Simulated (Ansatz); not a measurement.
Ni in Ansatz: the effect of starting spin order

The system is Ni.

```xyz
1
Lattice="-1.3837 1.3837 1.3837 1.3837 -1.3837 1.3837 1.3837 1.3837 -1.3837" Properties=species:S:1:pos:R:3 pbc="T T T"
Ni    0.0000    0.0000    0.0000
```

This isn't the form of Ni at room conditions, which is fcc.

Alike in all runs:

| Item | Value |
| --- | --- |
| Program | Ansatz 0.2.0 |
| Task | single point |
| Functional | PBEsol |
| Potentials or basis | Ansatz PAW |
| Cutoff | 420 eV (not typed: the program's choice for these potentials) |
| k mesh | 13 × 13 × 13 |
| Occupations | fermi-dirac, width 0.05 eV |

Q: One run gave: energy over the lowest run 11.6 meV/atom; final net moment 0.00 μB; final largest site moment 0.00 μB. Which starting spin order did it use?
A. ferromagnetic start, larger moments
B. fm
C. random
D. spin off

A: D.

| starting spin order | spin | starting moments | energy over the lowest run (meV/atom) | final net moment (μB) | final largest site moment (μB) |
| --- | --- | --- | --- | --- | --- |
| spin off | no spin polarisation | - | 11.6 | 0.00 | 0.00 |
| fm | collinear spin, ferromagnetic start | [1.0] μB | 0.0 | 0.59 | 0.62 |
| random | collinear spin, random start | [0.83] μB | 0.0 | 0.59 | 0.62 |
| ferromagnetic start, larger moments | collinear spin, ferromagnetic start | [2.5] μB | 0.0 | 0.59 | 0.62 |
